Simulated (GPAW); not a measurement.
Write an ASE script for GPAW 26.7.0 that does the following.

```yaml
Task: single point
Functional: r2SCAN
Potentials_or_basis: GPAW PAW data sets (gpaw-data 1.2.1)
Cutoff: 800 eV
Basis: pw
k_mesh: 11 × 11 × 11
Occupations: fermi-dirac, width 0.05 eV
Spin: collinear spin, ferromagnetic start
Starting_moments: "[1.0, 0.0] μB"
Maxiter: 150
```

The structure of NiO lies in NiO.xyz:

```xyz
2
Lattice="2.5046153800 0.0000000000 0.0000000000 0.0000000000 2.5046153800 0.0000000000 0.0000000000 0.0000000000 2.5046153800" Properties=species:S:1:pos:R:3 pbc="T T T"
Ni     0.0000000000      0.0000000000      0.0000000000
O      1.2523076900      1.2523076900      1.2523076900
```

Measurements of this composition are mostly on another form, of space group No. 225.

These files were run (other wordings do the same):

run.py

```python
from ase.dft.bandgap import bandgap
from ase.io import read, write
from ase.units import Bohr, GPa
from gpaw import GPAW, PW
from gpaw.elf import elf_from_dft_calculation

atoms = read('NiO.xyz')
atoms.set_initial_magnetic_moments([1.0, 0.0])

calc = GPAW(mode=PW(800),
            xc='MGGA_X_R2SCAN+MGGA_C_R2SCAN',
            kpts={'size': (11, 11, 11), 'gamma': True},
            occupations={'name': 'fermi-dirac', 'width': 0.05},
            nbands=22,
            convergence={'density': 1e-05, 'energy': 1e-05},
            maxiter=150,
            txt='gpaw.txt')
atoms.calc = calc
energy = atoms.get_potential_energy()
forces = atoms.get_forces()
stress = atoms.get_stress()
calc.write('gs.gpw')
write('result.traj', atoms)
print(f'Energy: {energy:.6f} eV')
print('Forces (eV/A):')
print(forces.round(4))
print('Stress (GPa):', (stress / GPa).round(3))
print('Moments:', calc.get_magnetic_moments().round(3))
print('Fermi level:', round(calc.get_fermi_level(), 4), 'eV')
print(f'Gap: {bandgap(calc)[0]:.4f} eV, direct: {bandgap(calc, direct=True)[0]:.4f} eV')

# fields on the real-space grid
write('density.cube', atoms, data=calc.get_pseudo_density() * Bohr**3)
write('potential.cube', atoms, data=calc.get_electrostatic_potential())
write('spin.cube', atoms, data=(calc.get_pseudo_density(spin=0) - calc.get_pseudo_density(spin=1)) * Bohr**3)
write('elf.cube', atoms, data=elf_from_dft_calculation(calc).data)
```

Potentials or basis: GPAW PAW data sets (gpaw-data 1.2.1), pw.

The run is started by

```console
$ OMP_NUM_THREADS=1 python run.py
```

It gave:

| Item | Value |
| --- | --- |
| Pressure | 34.0 GPa |
| Band gap on the k mesh | none (metal or under the smearing width) |
| Net moment | 2.00 μB per cell |
| Site moments | Ni +1.52; O +0.37 μB |

Caveat: the stock nickel data set gives pressures a few GPa off other programs; a pressure of tens of GPa on the cell as given is suspect, and the run, the potentials or the cell itself is likely at fault; the PAW data sets were made with another functional, which shifts forces and pressure a little; a cell with one magnetic atom can't hold antiferromagnetic order, which such compounds often take; semilocal functionals often make such compounds metallic where correlation or magnetic order opens a gap, which also shifts bond lengths.

Run time: 4 min on 1 thread of Arm Neoverse V1, on a shared host, peak memory 0.27 GiB.
